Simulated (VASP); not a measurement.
Write the native input for VASP 6.6.1 that does the following.

```yaml
Task: optical spectrum
Functional: PBEsol
Potentials_or_basis: VASP PAW PBE potentials, release 64 (Pt, Te)
Cutoff: 520 eV
k_mesh: 8 × 8 × 7
Occupations: gaussian, width 0.02 eV
Spin: no spin polarisation
Further_INCAR_settings: ALGO = Fast; EDIFF = 1e-06; NBANDS = 32
```

The structure of TePt lies in POSCAR:

```
TePt
1.0
    3.9548758500      0.0000000000      0.0000000000
   -1.9774379300      3.4250229600      0.0000000000
    0.0000000000      0.0000000000      3.8597628900
Pt Te
1 1
Direct
    0.0000000000      0.0000000000      0.0000000000
    0.6666666667      0.3333333333      0.5000000000
```

Measurements of this composition are mostly on another form, of space group No. 166.

The input as run:

INCAR

```
PREC = Accurate
ENCUT = 520
EDIFF = 1E-6
ISMEAR = 0
SIGMA = 0.02
LREAL = False
LASPH = True
NELM = 60
ALGO = Fast
ISIF = 2
LWAVE = False
LCHARG = False
GGA = PS
LOPTICS = True
NBANDS = 32
NEDOS = 2000
CSHIFT = 0.05
```

KPOINTS

```
Automatic mesh
0
Gamma
  8 8 7
```

Potentials or basis: VASP PAW PBE potentials, release 64 (Pt, Te).

Run with:

```bash
$ cat potpaw_PBE.64/Pt/POTCAR potpaw_PBE.64/Te/POTCAR > POTCAR
$ mpirun -np 1 vasp_std > vasp.out
```

It gave:

| Item | Value |
| --- | --- |
| Pressure | -15.7 GPa |
| Band gap on the k mesh | none (metal or under the smearing width) |

Caveat: spectra need much finer meshes, so this one isn't converged; independent-particle spectra lack excitons; the intraband (Drude) part of a metal's response may be missing; so large a pressure means that the cell lies far from this level's equilibrium, or that cutoff or potentials fall short; the potentials were made for another functional, which shifts forces and pressure.

Run time: 55 s on 1 thread of AMD EPYC 7R43 64-Core Processor (Zen 3), with other jobs on the host, peak memory 0.21 GiB.
